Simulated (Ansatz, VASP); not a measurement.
## ZrB2: VASP beside Ansatz

```
Zr B
1.0
     3.16752    0.00000    0.00000
    -1.58376    2.74316    0.00000
     0.00000    0.00000    3.55239
Zr B
1 2
Direct
  0.00000 0.00000 0.00000
  0.33333 0.66667 0.50000
  0.66667 0.33333 0.50000
```

The cell is a database's computed one.

Alike in both runs: task single point; functional PBE; k mesh 6 × 6 × 6; occupations gaussian, width 0.1 eV; no spin polarisation.

```csv
,VASP,Ansatz
version,VASP 6.6.1,Ansatz 0.2.0
potentials or method,"VASP PAW PBE potentials, release 64 (Zr_sv, B)","scalar-relativistic, plane waves, PAW"
plane-wave cutoff (eV),520,420
valence electrons in the cell,18,18
```

Ansatz gave:

```
gap on the k mesh at the Fermi level (eV)       : none
pressure (GPa)                                  : 0.2
largest component of the traceless stress (GPa) : 1.95
```

Problem. Estimate VASP's values.

Solution. gap on the k mesh at the Fermi level (eV): none; pressure (GPa): 0.3; largest component of the traceless stress (GPa): 1.93.

A gap of «none» marks a metal or a gap that the smearing closes.

Caveats: the k mesh is coarse (spacing up to 0.38 Å⁻¹), so the values aren't converged.
